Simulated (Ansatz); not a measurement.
**InP: a line through an energy map**

Aim: follow the energy of InP (Fm-3m, No. 225; 2 atoms in the cell) along one coordinate, normal strain along x, with the other held at amplitude of mode 4 (153 cm⁻¹) = −0.281 Å.

Program: Ansatz 0.2.0. Level of theory: DFT PBE, scalar-relativistic, plane waves, PAW. These are calculated values, not measurements.

**1. The structure to begin with**

Symmetry: Fm-3m, No. 225, cubic system. The conventional cell has a = 5.540 Å, b = 5.540 Å, c = 5.540 Å, α = 90.00°, β = 90.00°, γ = 90.00°. In (site symmetry m-3m) has 6 P at 2.77 Å as nearest neighbours. P (site symmetry m-3m) is surrounded by 6 In at 2.77 Å.

As a file:

```cif
data_structure
_symmetry_space_group_name_H-M 'P 1'
_symmetry_Int_Tables_number 1
_cell_length_a 3.9177
_cell_length_b 3.9177
_cell_length_c 3.9177
_cell_angle_alpha 60.000
_cell_angle_beta 60.000
_cell_angle_gamma 60.000
_cell_volume 42.52
loop_
_atom_site_label
_atom_site_type_symbol
_atom_site_fract_x
_atom_site_fract_y
_atom_site_fract_z
_atom_site_occupancy
In1 In 0.00000 0.00000 0.00000 1
P1 P 0.50000 0.50000 0.50000 1
```

It is the result of an earlier relaxation at this level (volume 21.26 Å³/atom; gap on the mesh: none (metal)).

**2. What is varied**

The energy is mapped over a normal mode and a strain (zone-centre modes of the cell shown) (x along [1 0 0], y along [0 1 0], z along [0 0 1] of the conventional cell).

- amplitude of mode 4 (153 cm⁻¹), largest displacement in the unstrained cell: 7 values from −0.422 to 0.422 Å
- normal strain along x: 7 values from −7.00 to 7.00 %

Nothing else is relaxed (the pattern is fixed in fractional coordinates). Energies count from the relaxed high-symmetry cell. Points are written as (first, second).

The modes come from a phonon run on the reference cell, made beforehand.

The patterns, per unit of each coordinate (Å):

```tsv
atom	x1	y1	z1
In1	-0.270	0.000	0.000
P2	1.000	0.000	0.000
```

**3. Grid point (−0.281 Å, −7.00 %)**

input.yaml reads:

```yaml
crystal:
  lattice:
    - [0.0, 2.7701982124, 2.7701982124]
    - [2.5762843375, 0.0, 2.7701982124]
    - [2.5762843375, 2.7701982124, 0.0]
  atoms:
    - { symbol: In, position: [-0.0136966031, 0.0136966031, 0.0136966031] }
    - { symbol: P, position: [0.5507725402, 0.4492274598, 0.4492274598] }
basis:
  ecutwfc: 420
kpoints:
  mp_grid: { grid: [14, 14, 14] }
hamiltonian:
  xc: pbe
  pseudopotentials: { kind: paw, azcp: { folder: soft_1 } }
scf:
  occupations: { method: gaussian, width: 0.15 }
output:
  forces: true
  stress: true
  eigenvalues: true
  write_density: true
  write_potential: true
  elf: true
  volumetric_format: npy
```

On the command line:

```console
$ ansatz run input.yaml --threads 1 --pin off --max-ram 2048MiB --backend cpu --events-out ev --progress --plain --runs-dir out
```

Further runs follow: the other points of the line.

**Question.** What will these runs give? Wanted: for each run, normal strain along x; energy; slope; pressure; largest force on an atom.

The runs gave:

| normal strain along x (%) | step | energy (eV) | slope (eV per %) | pressure (GPa) | largest force on an atom (eV/Å) |
| --- | --- | --- | --- | --- | --- |
| −7.00 | 3 | 0.68 | −0.104 | 14.3 | 3.85 |
| −4.67 | 4 | 0.47 | −0.078 | 10.2 | 2.92 |
| −2.33 | 5 | 0.31 | −0.057 | 6.8 | 2.15 |
| 0.00 | 6 | 0.20 | −0.040 | 3.9 | 1.51 |
| 2.33 | 7 | 0.12 | −0.026 | 1.6 | 0.98 |
| 4.67 | 8 | 0.08 | −0.014 | −0.3 | 0.56 |
| 7.00 | 9 | 0.06 | −0.005 | −1.9 | 0.22 |

Energies count from the relaxed high-symmetry cell. Slopes come from the forces (and the stress, where the cell changes), not from differences of energies.

What this shows: Along this line the energy keeps falling to 7.00 %, the edge of the range. The highest point computed, at −7.00 %, lies 0.62 eV above the lowest. This is one cut through a surface in two coordinates; the map's lowest point lies off it.
